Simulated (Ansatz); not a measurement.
# LiH: competing structures (sheets)

These are results of DFT PBE, scalar-relativistic, plane waves, PAW (Ansatz 0.2.0), not measurements. All cells share a 420 eV cutoff and Γ-centred k meshes spaced at most about 0.3 Å⁻¹ (2π included). No spin polarisation.

Formation energies are uncorrected and refer to the elements' standard structures at the same level (H₂ as a molecule).

These are static total energies at zero pressure. Only the structures computed here compete, so a lower one can exist. Kohn–Sham gaps at this level usually fall short of measured ones. With hydrogen, zero-point motion can shift formation energies by some tens of meV/atom.

Invented guesses were relaxed alike, and ends that match in structure were merged. ΔE counts from the first row. Coordination counts H atoms around Li (those within 1.25 times the shortest such distance or 1.15 times the sum of covalent radii). All are two-dimensional sheets, periodic along a and b, with vacuum along c.

```
#  reached from      layer group  atoms  Å²/atom  coordination  ΔE (meV/atom)  gap on mesh (eV)                                            checks
1  random sheet  p4/nmm (No. 64)      4      1.9          Li 5              0              2.05               no imaginary mode on a 2×2×1 q mesh
2  random sheet   p-6m2 (No. 78)      2      4.1          Li 3             90              3.47               no imaginary mode on a 3×3×1 q mesh
3  random sheet  p4/mmm (No. 61)      2      3.6          Li 4             98              1.15  imaginary modes on a 2×2×1 q mesh (to 538i cm⁻¹)
```

The lowest: Layer group p4/nmm (No. 64), a = 2.762 Å, b = 2.762 Å, γ = 90.0°, thickness 2.02 Å between the outermost nuclei. Li at height 0.06 Å has 5 H at 1.95–1.96 Å; H at height 2.02 Å has 5 Li at 1.95–1.96 Å. Its energy over the elements is −0.339 eV/atom. It lies below the elements, which doesn't yet make it stable against other compounds or structures.

```xyz
4
Lattice="2.7617 0.0000 0.0000 0.0000 2.7617 0.0000 0.0000 0.0000 29.1370" Properties=species:S:1:pos:R:3 pbc="T T F"
Li    1.3809    0.0000    7.5467
Li    0.0000    1.3809    9.4533
H     1.3809    0.0000    9.5114
H     0.0000    1.3809    7.4886
```

The second: Layer group p-6m2 (No. 78), a = 3.078 Å, b = 3.078 Å, γ = 120.0°, thickness 0.00 Å between the outermost nuclei. Li at height 0.00 Å has 3 H at 1.78 Å; H at height 0.00 Å has 3 Li at 1.78 Å. Counting H atoms around Li, the first has Li 5 and the second has Li 3. Shaken at random and relaxed again, row 1 came back. Shaken at random and relaxed again, row 3 came back. Cells without such a test can be saddle points. Some types were kept out of the candidates beforehand, so the set may lack a known form.
